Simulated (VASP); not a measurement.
The system is CdS.

```
Cd S
1.0
     4.15000    0.00000    0.00000
    -2.07500    3.59401    0.00000
     0.00000    0.00000    6.73700
Cd S
2 2
Direct
  0.33333 0.66667 0.00000
  0.66667 0.33333 0.50000
  0.33333 0.66667 0.37500
  0.66667 0.33333 0.87500
```

- Program: VASP 6.6.1
- Task: relaxation of cell and atoms
- Functional: PBE
- Potentials or basis: VASP PAW PBE potentials, release 64 (Cd, S)
- Cutoff: 600 eV
- k mesh: 9 × 9 × 4
- Occupations: gaussian, width 0.02 eV
- Spin: no spin polarisation

At the start: pressure 2.4 GPa; volume 25.12 Å³/atom.

How do energy, volume and symmetry change on relaxing?

Over 12 steps the energy falls by 7.7 meV/atom and the volume is 26.17 Å³/atom (+4.2 %); space group P6_3mc (No. 186, to 0.05 Å).

Step by step:
```csv
step,energy change (eV),largest force (eV/Å),pressure (GPa),volume (Å³)
1,0.0000,0.0696,2.38,100.48
2,-0.0279,0.0022,-0.67,106.01
3,-0.0307,0.0149,-0.01,104.66
4,-0.0307,0.0159,0.00,104.57
5,-0.0308,0.0076,0.05,104.56
6,-0.0308,0.0041,0.05,104.55
7,-0.0308,0.0004,0.00,104.65
8,-0.0308,0.0001,0.00,104.64
9,-0.0308,0.0013,-0.03,104.69
10,-0.0308,0.0012,-0.02,104.70
11,-0.0308,0.0021,-0.04,104.72
12,-0.0308,0.0037,0.00,104.68
```

Final structure:
```
CELL_PARAMETERS angstrom
4.20315 0.00000 0.00000
-2.10157 3.64003 0.00000
0.00000 0.00000 6.84196
ATOMIC_POSITIONS crystal
Cd 0.33333 0.66667 0.99931
Cd 0.66667 0.33333 0.49931
S 0.33333 0.66667 0.37569
S 0.66667 0.33333 0.87569
```
